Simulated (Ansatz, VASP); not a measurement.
GaSb in VASP and in Ansatz

```
Ga Sb
1.0
     0.00000    3.10781    3.10781
     3.10781    0.00000    3.10781
     3.10781    3.10781    0.00000
Ga Sb
1 1
Direct
  0.00000 0.00000 0.00000
  0.75000 0.75000 0.75000
```

Alike in both runs: functional PBE; k mesh 12 × 12 × 12; occupations fermi-dirac, width 0.15 eV; no spin polarisation.

Ansatz relaxed the structure, and its values are those at the end. VASP's run is a single point on that final structure, the one shown.

```csv
,VASP,Ansatz
version,VASP 6.6.1,Ansatz 0.2.0
potentials or method,"VASP PAW PBE potentials, release 64 (Ga_d, Sb)","scalar-relativistic, plane waves, PAW"
plane-wave cutoff (eV),520,420
valence electrons in the cell,18,28
```

|  | VASP | Ansatz | Ansatz less VASP |
| --- | --- | --- | --- |
| gap on the k mesh at the Fermi level (eV) | none | none | - |
| pressure (GPa) | 0.1 | 0.0 | -0.07 |

A gap of «none» marks a metal or a gap that the smearing closes. The functional is the same, so the differences come from potentials, cutoffs and numerics. The two sets of potentials don't hold the same shells in valence.

Spin-orbit coupling is left out, which matters for the levels of Sb.
